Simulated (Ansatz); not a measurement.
# ZrB2: the cost of one run

Computed with Ansatz 0.2.0 (DFT PBE, scalar-relativistic, plane waves, PAW, unless a step's input says otherwise).

1 further run of the same task is left out (set aside as unsound or not needed).

## (1) The starting structure

The structure is hexagonal, space group P6/mmm (No. 191). Conventional cell: a = 3.171 Å, b = 3.171 Å, c = 3.543 Å, α = 90.00°, β = 90.00°, γ = 120.00°. Around Zr (site symmetry 6/mmm) lie 12 B at 2.55 Å. B (site symmetry -6m2) has 3 B at 1.83 Å and 6 Zr at 2.55 Å as nearest neighbours.

As a file:

```cif
data_structure
_symmetry_space_group_name_H-M 'P 1'
_symmetry_Int_Tables_number 1
_cell_length_a 3.1710
_cell_length_b 3.1710
_cell_length_c 3.5428
_cell_angle_alpha 90.000
_cell_angle_beta 90.000
_cell_angle_gamma 120.000
_cell_volume 30.85
loop_
_atom_site_label
_atom_site_type_symbol
_atom_site_fract_x
_atom_site_fract_y
_atom_site_fract_z
_atom_site_occupancy
Zr1 Zr 0.00000 0.00000 0.00000 1
B1 B 0.33333 0.66667 0.50000 1
B2 B 0.66667 0.33333 0.50000 1
```

This cell comes from an earlier session at PBE: 10.283 Å³/atom at -0.02 GPa, on a 12×12×10 mesh.

Volume factors to run: 0.980, 1.020, 0.960, 1.040, 1.070, 1.100, 0.945.

## (2) At 0.980 of the relaxed volume

The input, input.yaml:

```yaml
crystal:
  lattice:
    - [3.1496758635, 0.0, 0.0]
    - [-1.5748379317, 2.7276993115, 0.0]
    - [0.0, 0.0, 3.5190150801]
  atoms:
    - { symbol: Zr, position: [0.0, 0.0, 0.0] }
    - { symbol: B, position: [0.3333333333, 0.6666666667, 0.5] }
    - { symbol: B, position: [0.6666666667, 0.3333333333, 0.5] }
basis:
  ecutwfc: 420
  ecutrho_ratio: 4
kpoints:
  mp_grid: { grid: [12, 12, 10] }
hamiltonian:
  xc: pbe
scf:
  occupations: { method: gaussian, width: 0.05 }
output:
  forces: true
  stress: true
  eigenvalues: true
relax:
  f_tol: 0.01
  max_steps: 40
  cell: { stress_tol: 0.1, fix: [volume] }
```

Started as:

```sh
$ ansatz run input.yaml --threads 2 --pin off --max-ram 2662MiB --backend cpu --events-out ev --progress --plain --runs-dir out
```

What time and memory should one allow on 2 threads of Arm Neoverse N1, shared host?

About 7 s, with a peak of 0.35 GiB.
